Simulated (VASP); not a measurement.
Wanted: the native input for a VASP 6.6.1 run.

```
Task                   : relaxation of cell and atoms
Functional             : PBEsol
Potentials or basis    : VASP PAW PBE potentials, release 64 (K_sv, Br)
Cutoff                 : 600 eV
k mesh                 : 2 × 2 × 2
Occupations            : gaussian, width 0.02 eV
Spin                   : no spin polarisation
Further INCAR settings : ALGO = Fast; EDIFF = 1e-06; IBRION = 2; EDIFFG = -0.01; NSW = 40; ISIF = 3
```

The structure of KBr lies in POSCAR:

```
KBr
1.0
    0.0000000000      3.2945409700      3.2945409700
    3.2945409700      0.0000000000      3.2945409700
    3.2945409700      3.2945409700      0.0000000000
K Br
1 1
Direct
    0.0000000000      0.0000000000      0.0000000000
    0.5000000000      0.5000000000      0.5000000000
```

The cell is a database's computed one.

One way to write it, as run:

INCAR

```
ALGO = Fast
EDIFF = 1E-6
EDIFFG = -0.01
ENCUT = 600
GGA = PS
IBRION = 2
ISIF = 3
ISMEAR = 0
LASPH = True
LCHARG = False
LREAL = False
LWAVE = False
NELM = 80
NSW = 40
PREC = Accurate
SIGMA = 0.02
```

KPOINTS

```
k-points
0
Gamma
  2 2 2
```

Potentials or basis: VASP PAW PBE potentials, release 64 (K_sv, Br).

Command:

```sh
$ cat potpaw_PBE.64/K_sv/POTCAR potpaw_PBE.64/Br/POTCAR > POTCAR
$ mpirun -np 1 vasp_std > vasp.out
```

It gave:

The relaxed volume is 36.76 Å³/atom and the relaxed cell is a = 4.702 Å, b = 4.702 Å, c = 4.702 Å, α = 60.00°, β = 60.00°, γ = 60.00°. The space group after relaxing (to 0.05 Å) is Fm-3m (No. 225) and the energy gained by relaxing is 1.0 meV/atom. The ionic steps are 3 and the pressure after relaxing is 0.0 GPa. The band gap on the k mesh is 4.20 eV, direct.

Caveat: the k mesh is coarse (spacing up to 0.83 Å⁻¹), so the values aren't converged; the PAW data sets were made with another functional, which shifts forces and pressure a little.

Wall time 17 s on 1 thread of Intel(R) Xeon(R) Platinum 8488C (Sapphire Rapids), on a shared host, peak memory 0.23 GiB.
